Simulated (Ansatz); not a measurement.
# Re (P6_3/mmc) in Ansatz: convergence with k mesh

Aim: find how far k mesh must go before the results for Re settle, at PBEsol. This setting moves, with any that are tied to it; all else stays.

Program: Ansatz 0.2.0. These are calculated values, not measurements. Logs are shortened: lines on timing, memory, paths and dates and some standing lists are left out, and cuts for length are marked.

**1. The structure**

The structure is hexagonal, space group P6_3/mmc (No. 194). Conventional cell: a = 2.761 Å, b = 2.761 Å, c = 4.458 Å, α = 90.00°, β = 90.00°, γ = 120.00°. Re (site symmetry -6m2) has 12 Re at 2.74 to 2.76 Å as nearest neighbours.

**2. With k mesh 2 × 2 × 1**

File input.yaml:

```yaml
crystal:
  lattice:
    - [2.7608, 0.0, 0.0]
    - [-1.3804, 2.3909229348, 0.0]
    - [0.0, 0.0, 4.4582]
  atoms:
    - { symbol: Re, position: [0.6666666667, 0.3333333333, 0.75] }
    - { symbol: Re, position: [0.3333333333, 0.6666666667, 0.25] }
kpoints:
  mp_grid: { grid: [2, 2, 1] }
scf:
  occupations: { method: fermi_dirac, width: 0.05 }
hamiltonian:
  xc: pbesol
  pseudopotentials: { kind: all_electron, lapw: { basis_error: 0.001 } }
output:
  forces: true
  stress: true
  eigenvalues: true
```

Potentials or basis: all-electron LAPW, scalar-relativistic.

Run with:

```
ansatz run input.yaml --threads 1 --pin off --max-ram 3072MiB --backend cpu --events-out ev --progress --plain --runs-dir out
```

Standard output:

```text
Warning: RAYON_NUM_THREADS=1 ignored (pool sized by the plan → 1); use --threads N
LAPW: plane waves up to 8.583 Å⁻¹, error target 1.0e-3 eV per atom; small_component_spin mean_spin; Re in spheres of 1.370 Å, 39 of its electrons in bands, Dirac shells [] (how accurate: hamiltonian.pseudopotentials.lapw.basis_error, Limitations)
Engine: ansatz 0.2.0, x86_64-unknown-linux-gnu
Pseudopotentials: kind: all_electron
Pseudopotential: Re, LAPW, valence charge 39, lapw/all_electron/scalar/gaussian/Re, Koelling and Harmon's equation, gaussian nucleus
Functional definition: PBEsol
  exchange = pbesol_x
  correlation = pbesol_c
Crystal: 2 atoms, lattice volume = 29.428 Å³
Basis set: ecut = 280.6919513222691 eV, 313 PW (Γ), exchange–correlation at level 2
Bands: 47, of which v1, the nominal top of the filled ones, is band 39 counted from 1 (38 counted from 0)
Symmetry: 24 space group operations
Space group: P63/mmc (ITA 194), of the structure as read, at distance tolerance 3.1e-5 Å
k-points: 2 of 4
Non-local potential: Re, projectors of the file, none
Initial density: superposition of atomic densities (chi_scale 0.1, normalization cell)
Initial wavefunctions: plane waves of lowest kinetic energy (no species holds an atomic orbital)
Functional: x = pbesol(κ = 0.804, μ = 0.12345679012345678), c = pbesol(β = 0.046)
iter 1 solved again at ethr=1.28e-4 eV; its pass at ethr=1.00e-1 eV (dr2=1.00e-1 eV) is discarded
SCF iter   1: F=—  HF=-908044.772772 eV  |F-HF|=—  |Δ(HF+E_count)|=         —  Δρ=2.73e-2  dr2=1.00e-1  ethr=1.28e-4  ⟨swp⟩=3.0  Hψ=592  notcnv=0
preconditioner: auto → Resta (q_TF=auto, 3.210 Å⁻¹)  ε∞=3.0  [insulator: Δε(μ)=0.811 eV  Ē_g=35.633 eV  σ=0.050 eV  W_gap=1.00  n_scr=22 (ndim 8)  ℏωp=50.3 eV  f_vac=0.000  D(μ)=0.01/eV (n_scr^D=0)  ε∞_Penn≈3.0]
SCF iter   2: F=—  HF=-908044.509253 eV  |F-HF|=—  |Δ(HF+E_count)|=   2.64e-1  Δρ=1.34e-2  dr2=2.89e-2  ethr=1.28e-4  ⟨swp⟩=2.0  Hψ=292  notcnv=0
SCF iter   3: F=—  HF=-908044.487121 eV  |F-HF|=—  |Δ(HF+E_count)|=   2.21e-2  Δρ=7.39e-3  dr2=9.06e-3  ethr=3.70e-5  ⟨swp⟩=2.0  Hψ=278  notcnv=0
SCF iter   4: F=—  HF=-908044.483100 eV  |F-HF|=—  |Δ(HF+E_count)|=         —  Δρ=2.80e-3  dr2=1.44e-3  ethr=1.16e-5  ⟨swp⟩=2.0  Hψ=279  notcnv=0
the basis was enlarged: its passes take 909.7 KiB over the memory plan, 1 of 1 planned eigensolver slots
iter 5 solved again at ethr=1.02e-7 eV; its pass at ethr=1.84e-6 eV (dr2=7.92e-5 eV) is discarded
SCF iter   5: F=—  HF=-908044.482977 eV  |F-HF|=—  |Δ(HF+E_count)|=   1.23e-4  Δρ=6.01e-4  dr2=7.92e-5  ethr=1.02e-7  ⟨swp⟩=2.0  Hψ=472  notcnv=0
SCF iter   6: F=—  HF=-908044.482985 eV  |F-HF|=—  |Δ(HF+E_count)|=   8.13e-6  Δρ=8.08e-5  dr2=1.69e-6  ethr=1.01e-7  ⟨swp⟩=2.0  Hψ=278  notcnv=0
SCF iter   7: F=—  HF=-908044.482985 eV  |F-HF|=—  |Δ(HF+E_count)|=   3.70e-8  Δρ=2.03e-5  dr2=1.11e-7  ethr=2.17e-9  ⟨swp⟩=2.0  Hψ=278  notcnv=0
SCF iter   8: F=-908044.482985 eV  HF=-908044.482985 eV  |F-HF|=1.16e-10  |Δ(HF+E_count)|=   1.40e-9  Δρ=2.15e-6  dr2=1.16e-9  ethr=1.42e-10  ⟨swp⟩=2.0  Hψ=278  notcnv=0
SCF 1 converged in 8 iterations: F = -908044.482985 eV  dr2 = 1.16e-9
SCF converged after 8 iterations
Free energy (F): -908044.482985 eV
Harris-Foulkes:  -908044.482985 eV  (|F-HF|=1.16e-10)
Internal energy: -908044.482659 eV  (E = F + TS)
E sigma→0 (E₀):  -908044.482822 eV
Entropy (-TS):   -0.000326 eV (-0.163 meV/atom)
Fermi energy:    30.607004 eV
--- Per-component energies (eV) ---
  E_band       = -4475.066893
  E_kinetic    = 1020286.758289
  E_xc         = -17826.815777
  E_electrostatic = -1910504.425171  (all electrons and nuclei)
  E_smearing   = -0.000326  (= −TS)
  E_closure    = 0.000000  (closes the sum)
  E_atoms      = -908019.370850  (free atoms, spherical and without spin; not in F)
  Σ components = -908044.482985   (vs F -908044.482985, Δ=0.00e0)
  Basis errors (estimates in eV, not in F): energy 2.1e-4 per atom: plane waves 1.8e-4 (8.9e-5 summed), levels above the bands 2.1e-112, relativity 5.8e-8, radial functions 3.2e-5, core shells 1.2e-6; eigenvalues (radial functions only) 1.3e-6; not estimated: angular momenta, meshes, grids; target (lapw.basis_error) 1.0e-3; muffin-tin radii Re 1.370 Å
--- Forces (eV/Å), atoms counted from 1 ---
  atom   1  Re     0.00000000    -0.00000000     0.00000000
  atom   2  Re     0.00000000     0.00000000    -0.00000000
  max |Σ_I F_I| component: 1.11e-16 eV/Å
--- Stress (GPa, compression-positive) ---
      -43.549975      -0.000000       0.000000
        0.000000     -43.549975      -0.000000
        0.000000      -0.000000      60.960801
  P = ⅓ Tr σ = -8.7131 GPa (-87.131 kbar)
--- Band table (eV) ---
  k-point 0: bands = ["-218.4205", "-218.4205", "-218.4205", "-218.4205", "-218.4010", "-218.4010", "-218.4010", "-218.4010", "-218.3828", "-218.3828", "-48.9018", "-48.7778", "-11.3266", "-10.4284", "-10.4284", "-10.2517", "-10.2517", "-10.0567", "-6.0179", "-6.0179", "-6.0150", "-6.0150", "-6.0117", "-6.0100", "-5.9874", "-5.9874", "-5.9821", "-5.9779", "-5.9765", "-5.9708", "-5.9708", "-5.9626", "20.7557", "23.9956", "29.0631", "29.0631", "29.2433", "29.9074", "29.9074", "31.0040", "31.0040", "31.3215", "34.1887", "34.1887", "40.7715", "43.9579", "46.0751"]
  k-point 1: bands = ["-218.4205", "-218.4205", "-218.4205", "-218.4205", "-218.4010", "-218.4010", "-218.4010", "-218.4010", "-218.3828", "-218.3828", "-48.7844", "-48.7437", "-11.3572", "-11.1562", "-10.7780", "-10.7075", "-10.4113", "-10.3661", "-6.0244", "-6.0120", "-6.0100", "-6.0051", "-6.0038", "-6.0035", "-5.9994", "-5.9912", "-5.9901", "-5.9881", "-5.9848", "-5.9677", "-5.9664", "-5.9619", "24.6446", "24.8101", "25.4895", "28.8544", "28.9826", "29.3960", "30.1896", "34.7023", "35.2310", "35.2397", "36.8634", "37.7552", "40.6914", "42.7914", "43.1951"]
```

Wall time 4.6 s (1 thread of Intel Xeon at 2.50GHz (Skylake/Cascade Lake), shared host); peak memory 0.27 GiB.

Results:

```
Free energy            : -908044.4830 eV
Pressure               : -8.7 GPa
Band gap on the k mesh : 0.81 eV, indirect (least direct gap 1.10 eV)
```

**3. With k mesh 4 × 4 × 2**

Edit input.yaml of step 2 so:

```diff
@@ -9,3 +9,3 @@
 kpoints:
-  mp_grid: { grid: [2, 2, 1] }
+  mp_grid: { grid: [4, 4, 2] }
 scf:
```

Potentials or basis: all-electron LAPW, scalar-relativistic.

Run with:

```
ansatz run input.yaml --threads 1 --pin off --max-ram 3072MiB --backend cpu --events-out ev --progress --plain --runs-dir out
```

Run time: 8.8 s. Hardware: 1 thread of Intel Xeon at 2.50GHz (Skylake/Cascade Lake), shared host; peak memory 0.28 GiB.

Results:

```yaml
Free_energy: -908044.1651 eV
Pressure: -4.4 GPa
Band_gap_on_the_k_mesh: none (metal or under the smearing width)
```

**4. With k mesh 6 × 6 × 3**

Edit input.yaml of step 3 so:

```diff
@@ -9,3 +9,3 @@
 kpoints:
-  mp_grid: { grid: [4, 4, 2] }
+  mp_grid: { grid: [6, 6, 3] }
 scf:
```

Run with:

```
ansatz run input.yaml --threads 1 --pin off --max-ram 3072MiB --backend cpu --events-out ev --progress --plain --runs-dir out
```

It took 15 s on 1 thread of Intel Xeon at 2.50GHz (Skylake/Cascade Lake), shared host; peak memory 0.3 GiB.

What came out:

```yaml
Free_energy: -908044.3422 eV
Pressure: -3.9 GPa
Band_gap_on_the_k_mesh: none (metal or under the smearing width)
```

**5. With k mesh 7 × 7 × 4**

Edit input.yaml of step 4 so:

```diff
@@ -9,3 +9,3 @@
 kpoints:
-  mp_grid: { grid: [6, 6, 3] }
+  mp_grid: { grid: [7, 7, 4] }
 scf:
```

Run with:

```
ansatz run input.yaml --threads 1 --pin off --max-ram 3072MiB --backend cpu --events-out ev --progress --plain --runs-dir out
```

Wall time 20 s (1 thread of Intel Xeon at 2.50GHz (Skylake/Cascade Lake), shared host); peak memory 0.33 GiB.

Results:

```
Free energy            : -908044.3075 eV
Pressure               : -4.3 GPa
Band gap on the k mesh : none (metal or under the smearing width)
```

**6. With k mesh 9 × 9 × 5**

Edit input.yaml of step 5 so:

```diff
@@ -9,3 +9,3 @@
 kpoints:
-  mp_grid: { grid: [7, 7, 4] }
+  mp_grid: { grid: [9, 9, 5] }
 scf:
```

Potentials or basis: all-electron LAPW, scalar-relativistic.

Run with:

```
ansatz run input.yaml --threads 1 --pin off --max-ram 3072MiB --backend cpu --events-out ev --progress --plain --runs-dir out
```

Wall time 29 s (1 thread of Intel Xeon at 2.50GHz (Skylake/Cascade Lake), shared host); peak memory 0.37 GiB.

Results:

- Free energy: -908044.3079 eV
- Pressure: -4.0 GPa
- Band gap on the k mesh: none (metal or under the smearing width)

**7. With k mesh 11 × 11 × 6**

Edit input.yaml of step 6 so:

```diff
@@ -9,3 +9,3 @@
 kpoints:
-  mp_grid: { grid: [9, 9, 5] }
+  mp_grid: { grid: [11, 11, 6] }
 scf:
```

Run with:

```
ansatz run input.yaml --threads 1 --pin off --max-ram 3072MiB --backend cpu --events-out ev --progress --plain --runs-dir out
```

Wall time 48 s (1 thread of Intel Xeon at 2.50GHz (Skylake/Cascade Lake), shared host); peak memory 0.44 GiB.

What came out:

```
Free energy            : -908044.3082 eV
Pressure               : -4.1 GPa
Band gap on the k mesh : none (metal or under the smearing width)
```

**8. With k mesh 13 × 13 × 7**

Edit input.yaml of step 7 so:

```diff
@@ -9,3 +9,3 @@
 kpoints:
-  mp_grid: { grid: [11, 11, 6] }
+  mp_grid: { grid: [13, 13, 7] }
 scf:
```

Run with:

```
ansatz run input.yaml --threads 1 --pin off --max-ram 3072MiB --backend cpu --events-out ev --progress --plain --runs-dir out
```

It took 63 s on 1 thread of Intel Xeon at 2.50GHz (Skylake/Cascade Lake), shared host; peak memory 0.49 GiB.

The run converged. Its results:

- Free energy: -908044.3114 eV
- Pressure: -4.2 GPa
- Band gap on the k mesh: none (metal or under the smearing width)

**9. With k mesh 16 × 16 × 9**

Edit input.yaml of step 8 so:

```diff
@@ -9,3 +9,3 @@
 kpoints:
-  mp_grid: { grid: [13, 13, 7] }
+  mp_grid: { grid: [16, 16, 9] }
 scf:
```

Potentials or basis: all-electron LAPW, scalar-relativistic.

Run with:

```
ansatz run input.yaml --threads 1 --pin off --max-ram 3072MiB --backend cpu --events-out ev --progress --plain --runs-dir out
```

Wall time 2 min (1 thread of Intel Xeon at 2.50GHz (Skylake/Cascade Lake), shared host); peak memory 0.67 GiB.

It converged, with:

- Free energy: -908044.3125 eV
- Pressure: -4.0 GPa
- Band gap on the k mesh: none (metal or under the smearing width)

**10. The series at a glance**

| k mesh | energy less the tightest run, at zero smearing (meV/atom) | pressure (GPa) | gap on the mesh (eV) | SCF cycles | CPU time (s) | peak memory (GiB) |
| --- | --- | --- | --- | --- | --- | --- |
| 2 × 2 × 1 | -88.34 | -8.71 | 0.814 | 8 | 4.6 | 0.27 |
| 4 × 4 × 2 | 78.84 | -4.41 | 0.000 | 7 | 8.8 | 0.28 |
| 6 × 6 × 3 | -12.08 | -3.94 | 0.000 | 9 | 15 | 0.3 |
| 7 × 7 × 4 | 5.50 | -4.30 | 0.000 | 8 | 20 | 0.33 |
| 9 × 9 × 5 | 3.99 | -3.99 | 0.000 | 9 | 29 | 0.37 |
| 11 × 11 × 6 | 2.40 | -4.10 | 0.000 | 8 | 48 | 0.44 |
| 13 × 13 × 7 | 0.66 | -4.20 | 0.000 | 8 | 63 | 0.49 |
| 16 × 16 × 9 | 0.00 | -4.04 | 0.000 | 8 | 120 | 0.67 |

Against the tightest run, the energy stays within 1 meV/atom from 13 × 13 × 7 on; the gap on the mesh stays within 0.01 eV from 4 × 4 × 2 on. Not settled before the last step: the pressure (to 0.1 GPa). Meshes of other sizes hit other points, so gaps and Fermi surfaces needn't settle smoothly. The tightest run that finished is the yardstick and may itself not be fully converged.
